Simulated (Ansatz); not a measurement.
# K: the crystal squeezed far

An exercise on one series of results from a longer session: the logs are not shown, and one member is left open.

Program: Ansatz 0.2.0. Level of theory: DFT, PBE, PAW with Ansatz's default frozen-core files, scalar-relativistic. These are calculated values, not measurements.

**The starting structure**

The structure is cubic, space group Fm-3m (No. 225). Conventional cell: a = 6.657 Å, b = 6.657 Å, c = 6.657 Å, α = 90.00°, β = 90.00°, γ = 90.00°.

Coordinates:

```cif
data_structure
_symmetry_space_group_name_H-M 'P 1'
_symmetry_Int_Tables_number 1
_cell_length_a 4.7070
_cell_length_b 4.7070
_cell_length_c 4.7070
_cell_angle_alpha 60.000
_cell_angle_beta 60.000
_cell_angle_gamma 60.000
_cell_volume 73.74
loop_
_atom_site_label
_atom_site_type_symbol
_atom_site_fract_x
_atom_site_fract_y
_atom_site_fract_z
_atom_site_occupancy
K1 K 0.00000 0.00000 0.00000 1
```

Whether this phase is the stable one at these pressures isn't tested.

The first run:

The input, input.yaml:

```yaml
crystal:
  lattice:
    - [0.0, 3.3283447602, 3.3283447602]
    - [3.3283447602, 0.0, 3.3283447602]
    - [3.3283447602, 3.3283447602, 0.0]
  atoms:
    - { symbol: K, position: [0.0, 0.0, 0.0] }
kpoints:
  mp_grid: { grid: [10, 10, 10] }
scf:
  occupations: { method: fermi_dirac, width: 0.1 }
hamiltonian:
  xc: pbe
  pseudopotentials: { kind: paw }
output:
  forces: true
  stress: true
relax:
  f_tol: 0.005
  max_steps: 40
  cell: {}
```

Command:

```bash
$ ansatz run input.yaml --threads 1 --pin off --max-ram 2048MiB --backend cpu --events-out ev --progress --plain --runs-dir out
```

Steps of the session up to this table: Cell relaxed at zero pressure, PAW; Volume scaled by 1, PAW; Volume scaled by 0.9, PAW; Volume scaled by 0.8, PAW; Volume scaled by 0.7, PAW; Volume scaled by 0.6, PAW; Volume scaled by 0.5, PAW; Volume scaled by 0.4, PAW; Volume scaled by 0.4, PAW (partial_waves polarizable).

One table of the session follows, with a row left open; its other results are not shown here.

 The rows PAW, 0.4 and PAW (partial_waves polarizable), 0.4 agree to the last digit and may rest on the same set-up.

```
                         method  volume over the first  volume (Å³/atom)  pressure (GPa)
                            PAW                      1                 ?               ?
                            PAW                    0.9            66.368            0.48
                            PAW                    0.8            58.994            1.24
                            PAW                    0.7            51.619            2.52
                            PAW                    0.6            44.245            4.78
                            PAW                    0.5            36.871            8.91
                            PAW                    0.4            29.497           16.12
PAW (partial_waves polarizable)                    0.4            29.497           16.12
```

Estimate the missing values for PAW, 1.

**Answer.** volume (Å³/atom): 73.742; pressure (GPa): 0.02. In the column «volume (Å³/atom)» it is the highest.
